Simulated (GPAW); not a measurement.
Crystal: InPd.

```
CELL_PARAMETERS angstrom
0.00000 2.74607 2.74607
2.74607 0.00000 2.74607
2.74607 2.74607 0.00000
ATOMIC_POSITIONS crystal
In 0.00000 0.00000 0.00000
Pd 0.50000 0.50000 0.50000
```

The cell was built by a generator and needn't be a form met in nature.

Program: GPAW 26.7.0. Alike in all runs: task single point; no spin polarisation; cell as given; k mesh 8 × 8 × 8; cutoff (eV) 600; smearing fermi-dirac 0.05 eV.

Problem. Order these runs on this cell by their pressure, lowest first.
A. level revPBE; potentials or basis the program's PAW data sets (release 1.2.1) made for this functional, pw
B. level LDA; potentials or basis the program's PAW data sets (release 1.2.1) made for this functional, pw
C. level TPSS; potentials or basis GPAW PAW data sets (gpaw-data 1.2.1), pw; eigensolver davidson
D. level PW91; potentials or basis PAW data sets generated in the run's folder for this functional, pw

Solution. B (-8.5 GPa), C (-3.6 GPa), D (-0.4 GPa), A (1.8 GPa).

Caveats: the PAW data sets were made with another functional, which shifts forces and pressure a little (some runs).

Runs at the PBE level aren't shown here.
